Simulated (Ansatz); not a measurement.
Equilibrium properties in the bcc structure, computed with PBE in Ansatz (plane waves, PAW datasets (generated hard set); cutoff 700 eV), no spin polarisation, no spin–orbit coupling, Fermi–Dirac smearing of 0.061 eV, k-spacing 0.11 to 0.12 Å⁻¹:

| crystal | a₀ (Å) | V₀ (Å³/atom) | B₀ (GPa) |
| --- | --- | --- | --- |
| F | 2.722 | 10.08 | 53 |
| Na | 4.199 | 37.01 | 7.7 |
| Ca | 4.384 | 42.14 | 16.6 |
| Sc | 3.678 | 24.89 | 53 |
| Fe | 2.759 | 10.50 | 268 |
| Zn | 3.134 | 15.40 | 64 |

Problem. Give the same for Mn, Rh, Ag.

Solution. 
```json
{"crystal": "Mn", "a₀ (Å)": "2.783", "V₀ (Å³/atom)": "10.78", "B₀ (GPa)": "278"}
{"crystal": "Rh", "a₀ (Å)": "3.070", "V₀ (Å³/atom)": "14.47", "B₀ (GPa)": "233"}
{"crystal": "Ag", "a₀ (Å)": "3.300", "V₀ (Å³/atom)": "17.97", "B₀ (GPa)": "89"}
```

Model structures, not the usual forms at ambient conditions (metastable or hypothetical): F, Ca, Sc, Mn, Zn, Rh, Ag. The real material (Fe) is magnetic: without spin this is a model state, and volume, stiffness and gap can lie far from those of the magnetic ground state. Spin polarisation is left out, and a magnetic state may lie lower for F, Mn.
